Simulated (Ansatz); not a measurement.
**Bi: stress in a strained cell**

Aim: deform Bi (equal xy, yz and zx engineering shear strains of +2 %) and compute stress, forces and field gradients with LAPW, PAW and all-electron datasets made for the crystal.

Method: DFT PBE, scalar-relativistic, in Ansatz 0.2.0.

## (1) The structure to begin with

Symmetry: P6_3/mmc, No. 194, hexagonal system. The conventional cell has a = 4.539 Å, b = 4.539 Å, c = 11.829 Å, α = 90.00°, β = 90.00°, γ = 120.00°.

Structure file:

```
CELL_PARAMETERS angstrom
4.53900 0.00000 0.00000
-2.26950 3.93089 0.00000
0.00000 0.00000 11.82900
ATOMIC_POSITIONS crystal
Bi 0.33333 0.66667 0.25000
Bi 0.66667 0.33333 0.75000
```

Atoms are numbered in the order of the input: Bi1, Bi2.

## (2) After the deformation

Space group P6_3/mmc before, P-1 after.

## (3) All-electron LAPW

The input, input.yaml:

```yaml
crystal:
  lattice:
    - [4.5390002997, 0.045390003, 0.045390003]
    - [-2.2301912542, 3.9081945659, 0.0166138942]
    - [0.11829, 0.11829, 11.829]
  atoms:
    - { symbol: Bi, position: [0.3333333333, 0.6666666667, 0.25] }
    - { symbol: Bi, position: [0.6666666667, 0.3333333333, 0.75] }
kpoints:
  mp_grid: { grid: [9, 9, 3] }
  band_path:
    path:
      - [0.0, 0.0, 0.0]
      - [0.0, -0.5, 0.0]
      - [0.0, 0.0, 0.5]
      - [0.0, 0.0, 0.0]
      - [-0.5, 0.0, 0.0]
      - [-0.5, 0.5, -0.5]
      - [0.0, 0.0, 0.0]
      - [-0.5, 0.0, -0.5]
      - [-0.5, 0.5, 0.0]
    npoints: 5
scf:
  occupations: { method: fermi_dirac, width: 0.03 }
hamiltonian:
  xc: pbe
  pseudopotentials: { kind: all_electron, lapw: { basis_error: 0.0005 } }
output:
  forces: true
  stress: true
  eigenvalues: true
```

Run with:

```
$ ansatz run input.yaml --threads 1 --pin off --max-ram 3072MiB --backend cpu --events-out ev --progress --plain --runs-dir out
```

## (4) PAW on the default files

The input, input.yaml:

```yaml
crystal:
  lattice:
    - [4.5390002997, 0.045390003, 0.045390003]
    - [-2.2301912542, 3.9081945659, 0.0166138942]
    - [0.11829, 0.11829, 11.829]
  atoms:
    - { symbol: Bi, position: [0.3333333333, 0.6666666667, 0.25] }
    - { symbol: Bi, position: [0.6666666667, 0.3333333333, 0.75] }
kpoints:
  mp_grid: { grid: [9, 9, 3] }
scf:
  occupations: { method: fermi_dirac, width: 0.03 }
hamiltonian:
  xc: pbe
  pseudopotentials: { kind: paw }
output:
  forces: true
  stress: true
  eigenvalues: true
  efg: { contact_densities: true }
```

## (5) All-electron PAW on datasets made for the crystal

Changes to input.yaml since step 4:

```diff
@@ -14,3 +14,3 @@
   xc: pbe
-  pseudopotentials: { kind: paw }
+  pseudopotentials: { kind: all_electron, datasets: crystal }
 output:
```

(Steps that only read results are left out.)

Before running it: what results should come out? Wanted: pressure; largest shear or deviatoric stress.

As calculated:

| quantity | value |
| --- | --- |
| pressure | LAPW -3.27, PAW -3.27, crystal datasets -3.27 GPa |
| largest shear or deviatoric stress (LAPW) | 2.95 GPa |

The largest part of the stress beyond the pressure is 2.95 GPa in size, in the zz component; the atoms are carried along and not relaxed. No run of the undeformed cell stands beside it, so the pressure holds what the given cell had before the change. PAW: stress within 0.01 GPa of LAPW. Crystal datasets: stress within 0.01 GPa of LAPW. Spin-orbit coupling is left out, though the cell holds Bi; in elements this heavy it can shift bands and gaps by tenths of an eV.
